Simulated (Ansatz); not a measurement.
Pd:

```xyz
1
Lattice="-1.5723 1.5723 1.5723 1.5723 -1.5723 1.5723 1.5723 1.5723 -1.5723" Properties=species:S:1:pos:R:3 pbc="T T T"
Pd    0.0000    0.0000    0.0000
```

This isn't the form of Pd at room conditions, which is fcc.

Base run:

- Program: Ansatz 0.2.0
- Functional: BLYP
- Potentials or basis: Ansatz PAW
- Cutoff: 420 eV (not typed: the program's choice for these potentials)
- k mesh: 12 × 12 × 12
- Occupations: fermi-dirac, width 0.05 eV
- Spin: no spin polarisation

Its results: band gap on the k mesh none (metal or under the smearing width); pressure 8.7 GPa.

Problem. The run is repeated on the same cell with these changes: functional from BLYP to revPBE. What comes out?

Solution. Band gap on the k mesh none (metal or under the smearing width); pressure 2.1 GPa.

Caveats: the PAW data sets come from PBE, with cores solved anew for the run's functional, which leaves a small shift of forces and pressure.
